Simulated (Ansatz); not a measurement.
Here is an Ansatz 0.2.0 calculation.

input.yaml

```yaml
crystal:
  lattice:
    - [3.767, 0.0, 0.0]
    - [-1.8835, 3.2623176961, 0.0]
    - [0.0, 0.0, 6.154]
  atoms:
    - { symbol: Na, position: [0.6666666667, 0.3333333333, 0.75] }
    - { symbol: Na, position: [0.3333333333, 0.6666666667, 0.25] }
hamiltonian:
  xc: r2scan
  pseudopotentials: { kind: paw }
kpoints:
  mp_grid: { grid: [8, 8, 5] }
scf:
  occupations: { method: fermi_dirac, width: 0.05 }
output:
  forces: true
  stress: true
  eigenvalues: true
relax:
  f_tol: 0.01
  max_steps: 40
  cell: { stress_tol: 0.05, p_target: 2.0 }
```

Potentials or basis: Ansatz PAW.

The run is started by

```console
$ ansatz run input.yaml --threads 2 --pin off --max-ram 5632MiB --backend cpu --events-out ev --progress --plain --runs-dir out
```

(1) Predict the band gap on the k mesh.

(2) What does it give for the relaxed cell?

Results:

(1) none (metal or under the smearing width).

(2) a = 3.556 Å, b = 3.556 Å, c = 5.724 Å, α = 90.00°, β = 90.00°, γ = 120.00°.
